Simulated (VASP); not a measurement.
# Hf: electric field gradients, 5 variants

Hf, P6_3/mmc (no. 194), 2 atoms in the cell. PBE, electric field gradients; PAW potentials Hf_pv (PBE set).

| Cell | Vzz of the first element (V/Å²) | Time (s) |
|---|---|---|
| as given | 78.53 | 11 |
| last atom moved along z (Å) = 0.01 | 78.49 | 16 |
| last atom moved along z (Å) = 0.02 | 78.39 | 16 |
| last atom moved along z (Å) = 0.05 | 78.15 | 16 |
| last atom moved along z (Å) = 0.1 | 80.20 | 17 |

## Input of the first row

INCAR:
```
SYSTEM = Hf
GGA = PE
PREC = Accurate
ENCUT = 350
EDIFF = 1E-7
LREAL = .FALSE.
LASPH = .TRUE.
ALGO = Normal
NELM = 120
LWAVE = .FALSE.
LCHARG = .FALSE.
ISMEAR = 1
SIGMA = 0.1
KPAR = 2
LEFG = .TRUE.
QUAD_EFG = 3365
```

KPOINTS:
```
k-points
0
Gamma
  16 16 9
```

POSCAR:
```
Hf
1.0
    3.1967000000      0.0000000000      0.0000000000
   -1.5983500000      2.7684234083      0.0000000000
    0.0000000000      0.0000000000      5.0578000000
Hf
2
Direct
    0.6666666667      0.3333333333      0.7500000000
    0.3333333333      0.6666666667      0.2500000000
```

Commands:
```
cat potpaw_PBE.64/Hf_pv/POTCAR > POTCAR
mpirun -np 2 vasp_std > vasp.out
```

VASP 6.6.1 took 11 s on 2 cores (AMD EPYC 9R45 (Zen 5)), a shared host.
